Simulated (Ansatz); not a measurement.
A series in volume scale on ZnO

Results calculated with Ansatz 0.2.0, not measured. Periodic Kohn-Sham DFT of a crystal at fixed atoms, scaled to volume_scale times the given cell; pressure positive in compression, energy less spherical unpolarised free atoms, largest_vzz the field gradient of largest size among the nuclei.

The cell before it is scaled or strained (space group P6_3mc, No. 186):
```
CELL_PARAMETERS angstrom
3.24940 0.00000 0.00000
-1.62470 2.81410 0.00000
0.00000 0.00000 5.20380
ATOMIC_POSITIONS crystal
Zn 0.33333 0.66667 0.00000
Zn 0.66667 0.33333 0.50000
O 0.33333 0.66667 0.38210
O 0.66667 0.33333 0.88210
```

Settings of every row: method all-electron PAW; functional LDA; relativity scalar; k mesh 11x11x6; filling fermi-dirac; smearing width 0.02 eV; nucleus gaussian.

Atom start moment: 0 on all atoms.

| row | volume scale | V (Å³/atom) | largest V_zz (1e21 V/m^2) | pressure (GPa) |
| --- | --- | --- | --- | --- |
| 1 | 0.94 | 11.182 | 0.773 | 2.239 |
| 2 | 0.96 | 11.42 | 0.753 | -1.211 |
| 3 | 0.98 | 11.658 | 0.733 | -4.287 |
| 4 | 0.99 | 11.777 | 0.724 | -5.698 |
| 5 | 1 | 11.896 | 0.715 | -7.031 |
| 6 | 1.01 | 12.015 | ? | ? |
| 7 | 1.02 | 12.134 | 0.698 | -9.475 |
| 8 | 1.04 | 12.372 | 0.68 | -11.655 |
| 9 | 1.06 | 12.61 | 0.664 | -13.597 |

Question: what largest V_zz and pressure should row 6 give?

Worked fit of largest V_zz. Take t = volume scale − 1. The shown rows have t = -0.06, -0.04, -0.02, -0.01, 0, 0.02, 0.04, 0.06. Least squares give largest V_zz = 0.715 − 0.907 × t + 0.97 × t² 1e21 V/m^2; a straight line predicts inner rows, each left out in turn, worse (root mean square 0.0012 against 0.00053 1e21 V/m^2). The rows lie off it by 0.000, 0.000, -0.001, 0.000, 0.000, 0.001, 0.000, 0.000. The withheld row has t = 0.01, so the fit gives 0.715 − 0.907 × (0.01) + 0.97 × (0.01)² = 0.706 1e21 V/m^2.

The calculation gave 0.706 1e21 V/m^2. The fit meets it to the printed digit.

Worked fit of pressure. Take u = (V_r/V)^(2/3) − 1 with V_r = 11.837 Å³ an atom, which is twice the finite (Eulerian) strain; such expansions in the strain, on which the Birch-Murnaghan equation of state is built, carry the rest volume and the bulk modulus. The shown rows have u = 0.03868, 0.0242, 0.01021, 0.00339, -0.00331, -0.01639, -0.02904, -0.0413. Least squares give pressure = −6.379 + 198.663 × u + 601.95 × u² + 570 × u³ GPa; a parabola predicts inner rows, each left out in turn, worse (root mean square 0.0089 against 0.001 GPa). The rows lie off it by 0.000, 0.000, 0.000, 0.001, -0.001, 0.001, -0.001, 0.000. The pressure vanishes at u = 0.0294, or V = 11.33 Å³ an atom, and there the bulk modulus at fixed shape and fractions is B = −V dP/dV = (2/3)(1 + u) dP/du = 162 GPa. Letting shape and atoms relax would as a rule lower it, by much in layered, chain or molecular crystals. The withheld row has u = -0.0099, so the fit gives −6.379 + 198.663 × (-0.0099) + 601.95 × (-0.0099)² + 570 × (-0.0099)³ = -8.287 GPa.

The calculation gave -8.289 GPa. The fit lies 0.002 GPa (0.013 % of the column's range) above it; its largest miss of a shown row is 0.001 GPa.
